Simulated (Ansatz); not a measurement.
# Σ9 (221) boundary in fcc Au with Zr (substitutional): structure and resistance

Aim: the relaxed structure and the specific resistance of the Σ9 (221) boundary in fcc Au with Zr (substitutional).

Calculated with Ansatz 0.2.0; Ansatz plane-wave DFT, PBE, PAW files; relaxation of a bicrystal slab with its lowest layers held; PAW set soft_1, in the first sound run; inputs show where later runs differ.

**1. The structure**

The cell holds 28 atoms: 27 Au and 1 Zr. Cell: a = 2.884 Å, b = 8.651 Å, c = 30.032 Å, α = 90.0°, β = 90.0°, γ = 90.0°. It derives from Au. built on the (2 2 1) plane; 2 overlapping atoms removed and the grains opened by 0 Å. Vacuum lies along c.

**2. Relaxing the bicrystal**

The boundary is built by mirroring the lower grain in the boundary plane and removing any atoms that overlap; then the Zr is put in at the boundary. A thin bicrystal slab is relaxed first, with the lowest layers held and the upper grain free to shift and open.

File input.yaml:

```yaml
crystal:
  lattice:
    - [2.8837582304, 0.0, 0.0]
    - [0.0, 8.6512746911, 0.0]
    - [0.0, 0.0, 30.0318333324]
  atoms:
    - { symbol: Au, position: [0.0, 0.6666666667, 0.1664900023] }
    - { symbol: Au, position: [0.5, 0.9444444445, 0.1891229307] }
    - { symbol: Au, position: [0.0, 0.2222222223, 0.2117558591] }
    - { symbol: Au, position: [0.5, 0.5, 0.2343887875] }
    - { symbol: Au, position: [0.0, 0.7777777778, 0.2570217158] }
    - { symbol: Au, position: [0.5, 0.0555555556, 0.2796546442] }
    - { symbol: Au, position: [0.0, 0.3333333334, 0.3022875726] }
    - { symbol: Au, position: [0.5, 0.6111111111, 0.324920501] }
    - { symbol: Au, position: [0.0, 0.8888888889, 0.3475534294] }
    - { symbol: Au, position: [0.5, 0.1666666667, 0.3701863578] }
    - { symbol: Au, position: [0.0, 0.4444444445, 0.3928192862] }
    - { symbol: Au, position: [0.5, 0.7222222222, 0.4154522146] }
    - { symbol: Zr, position: [0.0, 0.0, 0.438085143] }
    - { symbol: Au, position: [0.0, 0.4444444445, 0.4833509998] }
    - { symbol: Au, position: [0.5, 0.1666666667, 0.5059839282] }
    - { symbol: Au, position: [0.0, 0.8888888889, 0.5286168566] }
    - { symbol: Au, position: [0.5, 0.6111111111, 0.5512497849] }
    - { symbol: Au, position: [0.0, 0.3333333334, 0.5738827133] }
    - { symbol: Au, position: [0.5, 0.0555555556, 0.5965156417] }
    - { symbol: Au, position: [0.0, 0.7777777778, 0.6191485701] }
    - { symbol: Au, position: [0.5, 0.5, 0.6417814985] }
    - { symbol: Au, position: [0.0, 0.2222222223, 0.6644144269] }
    - { symbol: Au, position: [0.5, 0.9444444445, 0.6870473553] }
    - { symbol: Au, position: [0.0, 0.6666666667, 0.7096802837] }
    - { symbol: Au, position: [0.5, 0.3888888889, 0.7323132121] }
    - { symbol: Au, position: [1.0, 0.1111111112, 0.7549461405] }
    - { symbol: Au, position: [0.5, 0.8333333334, 0.7775790689] }
    - { symbol: Au, position: [0.0, 0.5555555556, 0.8002119973] }
kpoints:
  mp_grid: { grid: [8, 3, 1] }
hamiltonian:
  xc: pbe
  pseudopotentials: { kind: paw, azcp: { folder: soft_1 } }
scf:
  occupations: { method: fermi_dirac, width: 0.1 }
relax:
  f_tol: 0.03
  max_steps: 80
  constraints: [{ sites: [0, 1, 2, 3, 4] }]
```

The run is started by

```bash
$ ansatz run input.yaml --threads 4 --pin off --max-ram 15360MiB --backend cpu --events-out ev --progress --plain --runs-dir out
```

Numbers of over 12 decimals in the logs are rounded to 6 here.

What it wrote:

```text
Engine: ansatz 0.2.0, aarch64-unknown-linux-gnu
Pseudopotentials: kind: paw
Pseudopotential: Au, paw, valence charge 19, recommended cutoff 420 eV (normal), soft_1/Au.paw.azcp
Pseudopotential: Zr, paw, valence charge 12, recommended cutoff 420 eV (normal), soft_1/Zr.paw.azcp
Functional definition: PBE
  parameter kappa = 0.804
  parameter beta = 0.066725
  exchange = pbe_x(kappa = kappa, mu = beta*pi^2/3)
  correlation = pbe_c(beta = beta)
Crystal: 28 atoms, lattice volume = 749.240 Å³
Basis set: ecut = 420 eV, 14629 PW (Γ), exchange–correlation on 40×120×432 points (8 copies of the dense FFT grid, shifted against one another)
Bands: 315, of which v1, the nominal top of the filled ones, is band 263 counted from 1 (262 counted from 0)
Symmetry: 2 space group operations
Space group: Pm (ITA 6), of the structure as read, at distance tolerance 9.1e-5 Å
k-points: 10 of 24 (time reversal used)
Non-local potential: Au, projectors of the file, l = 0: 3, l = 1: 2, l = 2: 2, l = 3: 1
Non-local potential: Zr, projectors of the file, l = 0: 3, l = 1: 2, l = 2: 2, l = 3: 1
PAW form: soft (Blöchl's): semilocal exchange-correlation on the pseudo side does not see the compensation charge
PAW one-centre angular grid: Au, 590 points (default); XC on 64 Gauss nodes
PAW one-centre angular grid: Zr, 590 points (default); XC on 64 Gauss nodes
Initial density: superposition of atomic densities (neutral atoms: chi_scale 0, normalization atom)
Initial wavefunctions: pseudopotential atomic-orbital guess
Functional: x = pbe(κ = 0.804, μ = 0.219515), c = pbe(β = 0.066725)
SCF iter   1: F=—  HF=-359274.741906 eV  |F-HF|=—  |Δ(HF+E_count)|=         —  Δρ=6.45e-2  dr2=1.02e2  ethr=3.10e-3  ⟨swp⟩=6.0  Hψ=11695  notcnv=0  defer=143
preconditioner: auto → LDOS  [metal: Δε(μ)=0.065 eV  Ē_g=8.587 eV  σ=0.100 eV  W_gap=0.16  n_scr=208 (ndim 8)  ℏωp=23.5 eV  f_vac=0.318  D(μ)=9.64/eV (n_scr^D=50)  β→1.0]
SCF iter   2: F=—  HF=-359272.838448 eV  |F-HF|=—  |Δ(HF+E_count)|=    1.90e0  Δρ=6.22e-2  dr2=4.10e1  ethr=3.10e-3  ⟨swp⟩=3.0  Hψ=7251  notcnv=0  defer=312
SCF iter   3: F=—  HF=-359263.900615 eV  |F-HF|=—  |Δ(HF+E_count)|=    8.94e0  Δρ=5.38e-3  dr2=5.55e-1  ethr=3.10e-3  ⟨swp⟩=2.2  Hψ=6110  notcnv=0  defer=326
SCF iter   4: F=—  HF=-359263.842730 eV  |F-HF|=—  |Δ(HF+E_count)|=   5.79e-2  Δρ=1.88e-3  dr2=9.06e-2  ethr=1.06e-4  ⟨swp⟩=2.5  Hψ=5200  notcnv=0  defer=320
SCF iter   5: F=—  HF=-359263.835387 eV  |F-HF|=—  |Δ(HF+E_count)|=   7.34e-3  Δρ=7.68e-4  dr2=8.57e-3  ethr=1.73e-5  ⟨swp⟩=2.1  Hψ=4322  notcnv=0  defer=320
SCF iter   6: F=—  HF=-359263.835347 eV  |F-HF|=—  |Δ(HF+E_count)|=   3.97e-5  Δρ=2.52e-4  dr2=1.02e-3  ethr=1.63e-6  ⟨swp⟩=2.1  Hψ=4522  notcnv=0  defer=320
SCF iter   7: F=—  HF=-359263.835248 eV  |F-HF|=—  |Δ(HF+E_count)|=   9.92e-5  Δρ=9.76e-5  dr2=8.10e-5  ethr=1.94e-7  ⟨swp⟩=2.4  Hψ=4681  notcnv=0  defer=320
SCF iter   8: F=-359263.835272 eV  HF=-359263.835266 eV  |F-HF|=5.51e-6  |Δ(HF+E_count)|=   1.82e-5  Δρ=4.63e-5  dr2=9.99e-6  ethr=4.29e-9  ⟨swp⟩=4.9  Hψ=11182  notcnv=0
SCF 1 converged in 8 iterations: F = -359263.835272 eV  dr2 = 9.99e-6
  greatest PAW one-centre occupation: 1.000 electrons in one spin orbital (limit 2), on the Au atom at site 11 (counted from 0), in its partial waves of l = 0
relax step   1: F+E_penalty+E_count = -359263.83527177 eV  Δ(F+E_penalty+E_count) = +0.000e0 eV  max|allowed force component| = 8.448e-1 eV/Å  Δτ_max = 0.0000 Å  (8 SCF iters, dr2 threshold 2.25e-5 eV, accepted)
Initial density: handed on by an earlier stage of this run
Initial wavefunctions: those handed on with the density
iter 1 solved again at ethr=5.50e-5 eV; its pass at ethr=3.10e-3 eV (dr2=2.89e-1 eV) is discarded
SCF iter   1: F=—  HF=-359264.270608 eV  |F-HF|=—  |Δ(HF+E_count)|=         —  Δρ=5.73e-3  dr2=2.91e-1  ethr=5.50e-5  ⟨swp⟩=2.1  Hψ=12189  notcnv=0  defer=312
preconditioner: auto → LDOS  [metal: Δε(μ)=0.050 eV  Ē_g=9.528 eV  σ=0.100 eV  W_gap=0.12  n_scr=208 (ndim 8)  ℏωp=23.8 eV  f_vac=0.312  D(μ)=10.80/eV (n_scr^D=54)  β→1.0]
SCF iter   2: F=—  HF=-359264.280480 eV  |F-HF|=—  |Δ(HF+E_count)|=   9.87e-3  Δρ=3.83e-3  dr2=3.17e-1  ethr=5.50e-5  ⟨swp⟩=2.0  Hψ=5390  notcnv=0  defer=312
SCF iter   3: F=—  HF=-359264.209503 eV  |F-HF|=—  |Δ(HF+E_count)|=   7.10e-2  Δρ=8.02e-4  dr2=8.64e-3  ethr=5.50e-5  ⟨swp⟩=2.0  Hψ=5132  notcnv=0  defer=312
SCF iter   4: F=—  HF=-359264.208694 eV  |F-HF|=—  |Δ(HF+E_count)|=   8.09e-4  Δρ=3.07e-4  dr2=1.59e-3  ethr=1.65e-6  ⟨swp⟩=2.4  Hψ=5238  notcnv=0  defer=314
SCF iter   5: F=—  HF=-359264.208365 eV  |F-HF|=—  |Δ(HF+E_count)|=   3.29e-4  Δρ=7.43e-5  dr2=7.26e-5  ethr=3.03e-7  ⟨swp⟩=3.0  Hψ=4994  notcnv=0  defer=314
SCF iter   6: F=-359264.208361 eV  HF=-359264.208364 eV  |F-HF|=3.03e-6  |Δ(HF+E_count)|=   4.41e-7  Δρ=3.23e-5  dr2=1.04e-5  ethr=8.50e-9  ⟨swp⟩=4.5  Hψ=10332  notcnv=0
SCF 2 converged in 6 iterations: F = -359264.208361 eV  dr2 = 1.04e-5
relax step   2: F+E_penalty+E_count = -359264.20836142 eV  Δ(F+E_penalty+E_count) = -3.731e-1 eV  max|allowed force component| = 3.114e-1 eV/Å  Δτ_max = 0.1978 Å  (6 SCF iters, dr2 threshold 4.46e-5 eV, accepted)
SCF iter   1: F=—  HF=-359264.543621 eV  |F-HF|=—  |Δ(HF+E_count)|=         —  Δρ=7.39e-3  dr2=4.21e-1  ethr=9.67e-4  ⟨swp⟩=5.7  Hψ=8461  notcnv=0  defer=316
preconditioner: auto → LDOS  [metal: Δε(μ)=0.050 eV  Ē_g=9.485 eV  σ=0.100 eV  W_gap=0.12  n_scr=208 (ndim 8)  ℏωp=23.8 eV  f_vac=0.308  D(μ)=10.99/eV (n_scr^D=54)  β→1.0]
SCF iter   2: F=—  HF=-359264.525510 eV  |F-HF|=—  |Δ(HF+E_count)|=   1.81e-2  Δρ=5.04e-3  dr2=3.87e-1  ethr=8.01e-5  ⟨swp⟩=2.6  Hψ=6435  notcnv=0  defer=321
SCF iter   3: F=—  HF=-359264.429948 eV  |F-HF|=—  |Δ(HF+E_count)|=   9.56e-2  Δρ=8.78e-4  dr2=8.28e-3  ethr=7.37e-5  ⟨swp⟩=2.1  Hψ=4813  notcnv=0  defer=321
SCF iter   4: F=—  HF=-359264.428282 eV  |F-HF|=—  |Δ(HF+E_count)|=   1.67e-3  Δρ=3.44e-4  dr2=1.86e-3  ethr=1.58e-6  ⟨swp⟩=3.0  Hψ=6147  notcnv=0  defer=321
SCF iter   5: F=—  HF=-359264.427976 eV  |F-HF|=—  |Δ(HF+E_count)|=   3.06e-4  Δρ=1.13e-4  dr2=1.49e-4  ethr=3.55e-7  ⟨swp⟩=2.0  Hψ=4533  notcnv=0  defer=316
SCF iter   6: F=—  HF=-359264.427955 eV  |F-HF|=—  |Δ(HF+E_count)|=   2.12e-5  Δρ=3.36e-5  dr2=1.74e-5  ethr=2.83e-8  ⟨swp⟩=2.0  Hψ=4793  notcnv=0  defer=316
SCF iter   7: F=-359264.427955 eV  HF=-359264.427955 eV  |F-HF|=2.23e-7  |Δ(HF+E_count)|=   4.73e-7  Δρ=1.14e-5  dr2=8.26e-7  ethr=1.15e-9  ⟨swp⟩=5.0  Hψ=11047  notcnv=0
SCF 3 converged in 7 iterations: F = -359264.427955 eV  dr2 = 8.26e-7
relax step   3: F+E_penalty+E_count = -359264.42795479 eV  Δ(F+E_penalty+E_count) = -2.196e-1 eV  max|allowed force component| = 1.898e-1 eV/Å  Δτ_max = 0.1909 Å  (7 SCF iters, dr2 threshold 6.06e-6 eV, accepted)
[... from here on, the SCF cycles and remarks between the steps are left out ...]
relax step   4: F+E_penalty+E_count = -359264.55989083 eV  Δ(F+E_penalty+E_count) = -1.319e-1 eV  max|allowed force component| = 6.630e-2 eV/Å  Δτ_max = 0.2000 Å  (7 SCF iters, dr2 threshold 4.89e-6 eV, accepted)
relax step   5: F+E_penalty+E_count = -359264.63533508 eV  Δ(F+E_penalty+E_count) = -7.544e-2 eV  max|allowed force component| = 3.957e-2 eV/Å  Δτ_max = 0.2000 Å  (9 SCF iters, accepted)
relax step   6: F+E_penalty+E_count = -359264.66547270 eV  Δ(F+E_penalty+E_count) = -3.014e-2 eV  max|allowed force component| = 4.559e-2 eV/Å  Δτ_max = 0.1949 Å  (9 SCF iters, accepted)
relax step   7: F+E_penalty+E_count = -359264.67333074 eV  Δ(F+E_penalty+E_count) = -7.858e-3 eV  max|allowed force component| = 1.655e-2 eV/Å  Δτ_max = 0.1186 Å  (9 SCF iters, accepted)
relax step   8: F+E_penalty+E_count = -359264.68012802 eV  Δ(F+E_penalty+E_count) = -6.797e-3 eV  max|allowed force component| = 1.390e-2 eV/Å  Δτ_max = 0.1342 Å  (8 SCF iters, accepted)
relax step   9: F+E_penalty+E_count = -359264.68671351 eV  Δ(F+E_penalty+E_count) = -6.585e-3 eV  max|allowed force component| = 5.271e-2 eV/Å  Δτ_max = 0.1935 Å  (8 SCF iters, accepted)
relax step  10: F+E_penalty+E_count = -359264.67916252 eV  Δ(F+E_penalty+E_count) = +7.551e-3 eV  max|allowed force component| = 1.523e-1 eV/Å  Δτ_max = 0.1921 Å  (7 SCF iters, dr2 threshold 1.96e-6 eV, rejected (line search))
relax step  11: F+E_penalty+E_count = -359264.69078295 eV  Δ(F+E_penalty+E_count) = -4.069e-3 eV  max|allowed force component| = 3.364e-2 eV/Å  Δτ_max = 0.0930 Å  (9 SCF iters, accepted)
relax step  12: F+E_penalty+E_count = -359264.69114603 eV  Δ(F+E_penalty+E_count) = -3.631e-4 eV  max|allowed force component| = 3.869e-2 eV/Å  Δτ_max = 0.0576 Å  (8 SCF iters, accepted)
SCF iter   1: F=—  HF=-359264.691451 eV  |F-HF|=—  |Δ(HF+E_count)|=         —  Δρ=2.01e-4  dr2=3.37e-4  ethr=4.42e-7  ⟨swp⟩=3.0  Hψ=6129  notcnv=0  defer=318
preconditioner: auto → LDOS  [metal: Δε(μ)=0.015 eV  Ē_g=9.309 eV  σ=0.100 eV  W_gap=0.04  n_scr=208 (ndim 8)  ℏωp=23.8 eV  f_vac=0.290  D(μ)=11.25/eV (n_scr^D=58)  β→1.0]
SCF iter   2: F=—  HF=-359264.691419 eV  |F-HF|=—  |Δ(HF+E_count)|=   3.18e-5  Δρ=1.40e-4  dr2=3.51e-4  ethr=6.42e-8  ⟨swp⟩=2.6  Hψ=6110  notcnv=0  defer=318
SCF iter   3: F=—  HF=-359264.691366 eV  |F-HF|=—  |Δ(HF+E_count)|=   5.25e-5  Δρ=2.84e-5  dr2=9.70e-6  ethr=6.42e-8  ⟨swp⟩=2.0  Hψ=5155  notcnv=0  defer=318
SCF iter   4: F=—  HF=-359264.691396 eV  |F-HF|=—  |Δ(HF+E_count)|=   2.95e-5  Δρ=8.96e-6  dr2=1.26e-6  ethr=1.85e-9  ⟨swp⟩=3.0  Hψ=5926  notcnv=0  defer=318
SCF iter   5: F=—  HF=-359264.691396 eV  |F-HF|=—  |Δ(HF+E_count)|=   1.32e-7  Δρ=3.43e-6  dr2=1.35e-7  ethr=2.40e-10  ⟨swp⟩=2.0  Hψ=4342  notcnv=0  defer=318
SCF iter   6: F=-359264.691396 eV  HF=-359264.691396 eV  |F-HF|=1.05e-9  |Δ(HF+E_count)|=   2.44e-9  Δρ=1.22e-6  dr2=1.44e-8  ethr=1.90e-11  ⟨swp⟩=4.2  Hψ=9976  notcnv=0
SCF 13 converged in 6 iterations: F = -359264.691396 eV  dr2 = 1.44e-8
relax step  13: F+E_penalty+E_count = -359264.69139570 eV  Δ(F+E_penalty+E_count) = -2.497e-4 eV  max|allowed force component| = 4.206e-3 eV/Å  Δτ_max = 0.0048 Å  (6 SCF iters, accepted)
SCF converged after 6 iterations
Free energy (F): -359264.691396 eV
Harris-Foulkes:  -359264.691396 eV  (|F-HF|=1.05e-9)
Internal energy: -359264.326914 eV  (E = F + TS)
E sigma→0 (E₀):  -359264.509155 eV
Entropy (-TS):   -0.364481 eV (-13.017 meV/atom)
Fermi energy:    11.201652 eV
--- Per-component energies (eV) ---
  E_band       = -10426.835606
  E_kinetic    = 15903.631876
  E_local      = -502668.247592  (includes V_loc(G=0)·N_el)
  E_nonlocal   = 2718.640716
  E_hartree    = 245819.795356
  E_xc         = -5955.925461
  E_vxc        = -7225.467734  (∫ρ·V_xc dr)
  E_paw        = -265717.874009  (= ΣΔE_a)
  E_vpaw       = -10795.058629  (= ΣTr[D̂ρ^β])
  E_aug_tail   = 0.044515  (compensation charges beyond the density's cutoff)
  E_ewald      = 150635.607685
  E_smearing   = -0.364481  (= −TS)
  E_closure    = -0.000000  (closes the sum)
  Σ components = -359264.691396   (vs F -359264.691396, Δ=0.00e0)
--- Forces (eV/Å), atoms counted from 1 ---
  atom   1  Au     0.00000000     0.12107291    -0.01817533
  atom   2  Au     0.00000000     0.37659072    -0.28932906
  atom   3  Au    -0.00000000    -0.13684702    -0.07288705
  atom   4  Au    -0.00000000    -0.42633746    -0.27370358
  atom   5  Au     0.00000000     0.06887308     0.65322638
  atom   6  Au     0.00000000     0.00089253    -0.00041914
  atom   7  Au     0.00000000    -0.00005443     0.00008010
  atom   8  Au    -0.00000000    -0.00103075    -0.00080758
  atom   9  Au     0.00000000    -0.00129327    -0.00325165
  atom  10  Au     0.00000000     0.00315138    -0.00182027
  atom  11  Au     0.00000000    -0.00118106     0.00043705
  atom  12  Au     0.00000000    -0.00354327     0.00139437
  atom  13  Zr    -0.00000000    -0.00070546     0.00420599
  atom  14  Au    -0.00000000     0.00068542     0.00052164
  atom  15  Au    -0.00000000     0.00033173    -0.00124748
  atom  16  Au    -0.00000000    -0.00286013     0.00170980
  atom  17  Au    -0.00000000     0.00204806    -0.00115650
  atom  18  Au     0.00000000    -0.00010579     0.00051162
  atom  19  Au    -0.00000000    -0.00132763     0.00059893
  atom  20  Au    -0.00000000     0.00096614    -0.00150160
  atom  21  Au     0.00000000    -0.00009398    -0.00004323
  atom  22  Au    -0.00000000    -0.00095109     0.00110593
  atom  23  Au     0.00000000     0.00028020     0.00071917
  atom  24  Au     0.00000000     0.00063665    -0.00023724
  atom  25  Au    -0.00000000    -0.00084270     0.00030079
  atom  26  Au    -0.00000000     0.00048244    -0.00061924
  atom  27  Au     0.00000000     0.00184262     0.00059620
  atom  28  Au     0.00000000    -0.00063103    -0.00036208
  max |Σ_I F_I| component: 1.53e-4 eV/Å
--- Relaxed structure (13 steps of the walk, 12 accepted, 0 SCFs on fresh bases) ---
  F+E_penalty+E_count = -359264.69139570 eV   max|allowed force component| = 4.206e-3 eV/Å
  atoms:
    - { symbol: Au, position: [0.0, 0.666667, 0.1664900023] }
    - { symbol: Au, position: [0.5, 0.944444, 0.189123] }
    - { symbol: Au, position: [0.0, 0.222222, 0.211756] }
    - { symbol: Au, position: [0.5, 0.500000, 0.2343887875] }
    - { symbol: Au, position: [0.0, 0.777778, 0.257022] }
    - { symbol: Au, position: [0.5, 0.055512, 0.285336] }
    - { symbol: Au, position: [1.6126490149261252e-18, 0.338175, 0.307055] }
    - { symbol: Au, position: [0.5, 0.618016, 0.329228] }
    - { symbol: Au, position: [8.635948354664225e-19, 0.891482, 0.357010] }
    - { symbol: Au, position: [0.5, 0.174526, 0.380453] }
    - { symbol: Au, position: [2.599584246255674e-18, 0.452249, 0.401472] }
    - { symbol: Au, position: [0.5, 0.734711, 0.431306] }
    - { symbol: Zr, position: [6.587881987558511e-18, 0.019779, 0.450464] }
    - { symbol: Au, position: [2.7549685004197258e-17, 0.527160, 0.491932] }
    - { symbol: Au, position: [0.5, 0.238502, 0.508851] }
    - { symbol: Au, position: [2.863737965469793e-17, 0.974870, 0.544052] }
    - { symbol: Au, position: [0.5, 0.696761, 0.561439] }
    - { symbol: Au, position: [2.6199501616900165e-17, 0.411995, 0.583054] }
    - { symbol: Au, position: [0.5, 0.145920, 0.616675] }
    - { symbol: Au, position: [2.6137599616738116e-17, 0.856253, 0.635965] }
    - { symbol: Au, position: [0.5, 0.568551, 0.655730] }
    - { symbol: Au, position: [2.6540400283131834e-17, 0.301907, 0.687759] }
    - { symbol: Au, position: [0.5, 1.012680, 0.708606] }
    - { symbol: Au, position: [2.0062127037830957e-17, 0.726901, 0.726604] }
    - { symbol: Au, position: [0.5, 0.451424, 0.761322] }
    - { symbol: Au, position: [1.0, 0.179608, 0.782009] }
    - { symbol: Au, position: [0.5, 0.919688, 0.807521] }
    - { symbol: Au, position: [3.0866200448334313e-17, 0.648228, 0.820023] }
```

Elapsed: 15 min, on 4 threads of Arm Neoverse V2, shared host; peak memory 4.7 GiB.

The steps of the relaxation:

```
step  energy less that of the first step (eV)  largest force component (eV/Å)
   1                                   0.0000                          0.8448
   2                                  -0.3731                          0.3114
   3                                  -0.5927                          0.1898
   4                                  -0.7246                          0.0663
   5                                  -0.8001                          0.0396
   6                                  -0.8302                          0.0456
   7                                  -0.8381                          0.0166
   8                                  -0.8449                          0.0139
   9                                  -0.8514                          0.0527
  10                                  -0.8439                          0.1523
  11                                  -0.8555                          0.0336
  12                                  -0.8559                          0.0387
  13                                  -0.8561                          0.0042
```

Relaxation step 10 was tried and not accepted.

Forces are held to the 2 operations that the run works with; a distortion that breaks them can't arise in this run.

The atoms that moved most (Å):

```
atom     dx     dy     dz  length
Au27  0.000  0.747  0.899   1.169
Au25  0.000  0.541  0.871   1.026
Au26  0.000  0.593  0.813   1.006
Au28  0.000  0.802  0.595   0.998
Au19  0.000  0.782  0.605   0.989
Au22  0.000  0.689  0.701   0.983
Au16  0.000  0.744  0.464   0.876
Au23  0.000  0.590  0.647   0.876
```

This step gave:

| Quantity | Value |
| --- | --- |
| free energy | -359264.6914 eV |
| energy at zero smearing | -359264.5092 eV |
| Fermi energy | 11.20 eV |

The largest force component on a free atom ends at 0.0042 eV/Å, under the tolerance of 0.03, after 13 steps.

(Part 1 of 2 ends here.)

[Logs are printed without paths, hosts, clocks, repeated set-up lines and the standing remarks that a program may print on its own settings, such as how far it seeks lower states.]

[Hosts, paths, dates, database ids (printed as entryN), source tags and the programs' standing remarks are cut or masked in the printed files.]
